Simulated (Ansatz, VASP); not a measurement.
# Two plane-wave programs on SiMo3

File INCAR:

```
SYSTEM = SiMo3
  PREC = Accurate
  ENCUT = 520
  EDIFF = 1E-7
  ISMEAR = -1
  SIGMA = 0.05
  LREAL = .False.
  LASPH = .True.
  NELM = 60
  ALGO = Normal
  ISIF = 2
  LWAVE = .False.
  LCHARG = .False.
  GGA = PS
  NBANDS = 56
  KPAR = 2
```

File KPOINTS:

```
regular mesh
0
Gamma
  6 6 6
  0 0 0
```

The input POSCAR:

```
SiMo3
1.0
    4.7891964855      0.0000000000      0.0000000000
    0.0000000000      4.7891964855      0.0000000000
    0.0000000000      0.0000000000      4.7891964855
Mo Si
6 2
Direct
    0.0000000000      0.5000000000      0.2500000000
    0.0000000000      0.5000000000      0.7500000000
    0.5000000000      0.2500000000      0.0000000000
    0.7500000000      0.0000000000      0.5000000000
    0.5000000000      0.7500000000      0.0000000000
    0.2500000000      0.0000000000      0.5000000000
    0.5000000000      0.5000000000      0.5000000000
    0.0000000000      0.0000000000      0.0000000000
```

Contents of input.yaml:

```yaml
crystal:
  lattice:
    - [4.7891964855, 0.0, 0.0]
    - [0.0, 4.7891964855, 0.0]
    - [0.0, 0.0, 4.7891964855]
  atoms:
    - { symbol: Mo, position: [0.0, 0.5, 0.25] }
    - { symbol: Mo, position: [0.0, 0.5, 0.75] }
    - { symbol: Mo, position: [0.5, 0.25, 0.0] }
    - { symbol: Mo, position: [0.75, 0.0, 0.5] }
    - { symbol: Mo, position: [0.5, 0.75, 0.0] }
    - { symbol: Mo, position: [0.25, 0.0, 0.5] }
    - { symbol: Si, position: [0.5, 0.5, 0.5] }
    - { symbol: Si, position: [0.0, 0.0, 0.0] }
hamiltonian:
  xc: pbesol
  pseudopotentials: { kind: paw }
kpoints:
  mp_grid: { grid: [6, 6, 6] }
scf:
  occupations: { method: fermi_dirac, width: 0.05 }
output:
  forces: true
  stress: true
  eigenvalues: true
```

Change from the starting cell: volume scaled by 0.94.

Alike in both runs: task single point; functional PBEsol; k mesh 6 × 6 × 6; occupations fermi-dirac, width 0.05 eV; no spin polarisation.

|  | VASP | Ansatz |
| --- | --- | --- |
| version | VASP 6.6.1 | Ansatz 0.2.0 |
| potentials or method | VASP PAW PBE potentials, release 64 (Mo_sv, Si) | Ansatz PAW |
| plane-wave cutoff (eV) | 520 | 420 |
| valence electrons in the cell | 92 | 92 |

|  | VASP | Ansatz | Ansatz less VASP |
| --- | --- | --- | --- |
| gap on the k mesh at the Fermi level (eV) | none | none | - |
| pressure (GPa) | 14.0 | 13.2 | -0.76 |

A gap of «none» marks a metal or a gap that the smearing closes. With one functional, cell and mesh, what is left measures potentials, basis and numerics.

Caveats: the PAW data sets were made with another functional, which shifts forces and pressure a little (VASP); the PAW data sets come from PBE, with cores solved anew for the run's functional, which leaves a small shift of forces and pressure (Ansatz).
